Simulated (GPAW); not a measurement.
The system is MgSe.

```
Se Mg
1.0
     0.00000    2.72550    2.72550
     2.72550    0.00000    2.72550
     2.72550    2.72550    0.00000
Se Mg
1 1
Direct
  0.50000 0.50000 0.50000
  0.00000 0.00000 0.00000
```

Base run:

```yaml
Program: GPAW 26.7.0
Functional: PBEsol
Potentials_or_basis: PAW data sets generated in the run's folder for this functional
Cutoff: 800 eV
Basis: pw
k_mesh: 8 × 8 × 8
Occupations: fermi-dirac, width 0.05 eV
Spin: spin-orbit coupling, no magnetisation
```

Its results: band gap on the k mesh 1.63 eV, indirect (least direct gap 2.37 eV); pressure 0.0 GPa.

The run is repeated on the same cell with these changes: spin from spin-orbit coupling, no magnetisation to no spin polarisation. What comes out?

Band gap on the k mesh 1.78 eV, indirect (least direct gap 2.52 eV); pressure 0.0 GPa.

Spin-orbit coupling splits the band edges, which narrows the gap.

Caveats: spin-orbit coupling was added after a scalar SCF, so levels and gaps hold it while energy, forces, pressure and moments don't (some runs); this program's spin-orbit splittings come out too wide for heavy elements (some runs).
